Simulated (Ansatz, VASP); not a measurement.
**GaP in VASP and in Ansatz**

Contents of INCAR:

```
SYSTEM = GaP
PREC = Accurate
ENCUT = 520
EDIFF = 1E-6
ISMEAR = 0
SIGMA = 0.024
LREAL = .False.
LASPH = .True.
NELM = 80
ALGO = Fast
ISIF = 2
LWAVE = .False.
LCHARG = .False.
GGA = PE
```

File KPOINTS:

```
regular mesh
0
Gamma
  8 8 8
  0 0 0
```

POSCAR

```
GaP
1.0
    0.0000000000      2.7252500000      2.7252500000
    2.7252500000      0.0000000000      2.7252500000
    2.7252500000      2.7252500000      0.0000000000
Ga P
1 1
Direct
    0.0000000000      0.0000000000      0.0000000000
    0.7500000000      0.7500000000      0.7500000000
```

The input input.yaml:

```yaml
crystal:
  lattice:
    - [0.0, 2.72525, 2.72525]
    - [2.72525, 0.0, 2.72525]
    - [2.72525, 2.72525, 0.0]
  atoms:
    - { symbol: Ga, position: [0.0, 0.0, 0.0] }
    - { symbol: P, position: [0.75, 0.75, 0.75] }
hamiltonian:
  xc: pbe
  pseudopotentials: { kind: paw }
kpoints:
  mp_grid: { grid: [8, 8, 8] }
scf:
  occupations: { method: gaussian, width: 0.024 }
output:
  forces: true
  stress: true
  eigenvalues: true
```

Alike in both runs: task single point; functional PBE; k mesh 8 × 8 × 8; occupations gaussian, width 0.024 eV; no spin polarisation.

|  | VASP | Ansatz |
| --- | --- | --- |
| version | VASP 6.6.1 | Ansatz 0.2.0 |
| potentials or method | VASP PAW PBE potentials, release 64 (Ga_d, P) | Ansatz PAW |
| plane-wave cutoff (eV) | 520 | 420 |
| valence electrons in the cell | 18 | 18 |

|  | VASP | Ansatz | Ansatz less VASP |
| --- | --- | --- | --- |
| gap on the k mesh at the Fermi level (eV) | 1.64 | 1.64 | 0.000 |
| least direct gap on the mesh (eV) | 1.83 | 1.83 | +0.002 |
| pressure (GPa) | 2.4 | 2.5 | +0.08 |

A k mesh can miss the band edges. PBE gaps usually lie below the measured ones, often by a third to a half.
